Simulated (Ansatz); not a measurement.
# YH3O3 — 17O nuclear quadrupole resonance

Cell: a computed structure from the Materials Project (it need not be an observed phase).

```cif
data_YH3O3
_symmetry_space_group_name_H-M 'P6_3'
_symmetry_Int_Tables_number 173
_cell_length_a 6.3817
_cell_length_b 6.3817
_cell_length_c 3.5180
_cell_angle_alpha 90.000
_cell_angle_beta 90.000
_cell_angle_gamma 120.000
loop_
_atom_site_label
_atom_site_type_symbol
_atom_site_symmetry_multiplicity
_atom_site_Wyckoff_symbol
_atom_site_fract_x
_atom_site_fract_y
_atom_site_fract_z
Y Y 2 b 0.3333 0.6667 0.8127
H H 6 c 0.8612 0.7192 0.8508
O O 6 c 0.6906 0.6042 0.8081
```

One atom of each set is listed.

Level of theory: DFT, PBE, plane waves and PAW (field gradients read without the response of the frozen cores, which leaves them typically 4 to 6 % off), scalar-relativistic, 420 eV cutoff, Γ-centred 4×4×5 k-points, Fermi–Dirac smearing 0.02 eV (Ansatz 0.2.0).

17O: I = 5/2, Q = -25.58 mb (year-2017 value). Static lattice, zero field.

Task: Predict the zero-field 17O lines of each site.

Result: For I = 5/2 and η = 0 the lines are 3|C_Q|/20 and twice that; η pulls their ratio below 2.

```json
{"site": "O", "atoms": "6", "V_zz (10²¹ V/m²)": "12.29", "C_Q (MHz)": "-7.60", "η": "0.09", "line frequencies (MHz)": "1.15, 2.28"}
```

At O V_zz points along its bond to H (within 3°).
